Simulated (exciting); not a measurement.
A run of exciting (release sodium):

Contents of input.xml:

```xml
<input>
  <title>Si</title>
  <structure speciespath="./" tshift="false">
    <crystal scale="1">
      <basevect>4.952108218017 0.000000000000 0.000000000000</basevect>
      <basevect>-2.476054109103 4.288651519077 0.000000000000</basevect>
      <basevect>0.000000000000 0.000000000000 4.660734323368</basevect>
    </crystal>
    <species speciesfile="Si.xml" rmt="2">
      <atom coord="0.000000000000 0.000000000000 0.000000000000"/>
    </species>
  </structure>
  <groundstate do="fromscratch" ngridk="7 7 7" rgkmax="6.5" gmaxvr="14" lmaxapw="10" lmaxmat="10" lmaxvr="8" xctype="LDA_PW" stype="Gaussian" swidth="0.00183747" nempty="8" ValenceRelativity="iora*" epsengy="1e-05" epspot="1e-05" maxscl="60" tforce="true" outputlevel="high"/>
  <properties>
    <chargedensityplot>
      <plot3d>
        <box grid="14 14 13">
          <origin coord="0 0 0"/>
          <point coord="1 0 0"/>
          <point coord="0 1 0"/>
          <point coord="0 0 1"/>
        </box>
      </plot3d>
    </chargedensityplot>
    <elfplot>
      <plot3d>
        <box grid="14 14 13">
          <origin coord="0 0 0"/>
          <point coord="1 0 0"/>
          <point coord="0 1 0"/>
          <point coord="0 0 1"/>
        </box>
      </plot3d>
    </elfplot>
    <exccplot>
      <plot3d>
        <box grid="14 14 13">
          <origin coord="0 0 0"/>
          <point coord="1 0 0"/>
          <point coord="0 1 0"/>
          <point coord="0 0 1"/>
        </box>
      </plot3d>
    </exccplot>
  </properties>
</input>
```

Potentials or basis: all-electron LAPW+lo, shipped species files, valence relativity iora*.

Launch:

```console
$ OMP_NUM_THREADS=1 exciting_smp
```

Hardware: 1 thread of AMD EPYC 7R43 64-Core Processor (Zen 3), on a shared host.

Task: Estimate the wall time of this run.

Result: Wall time 8.1 s on 1 thread of AMD EPYC 7R43 64-Core Processor (Zen 3) (shared host), peak memory 0.1 GiB. Counts: scf iterations 10, plane waves 71.
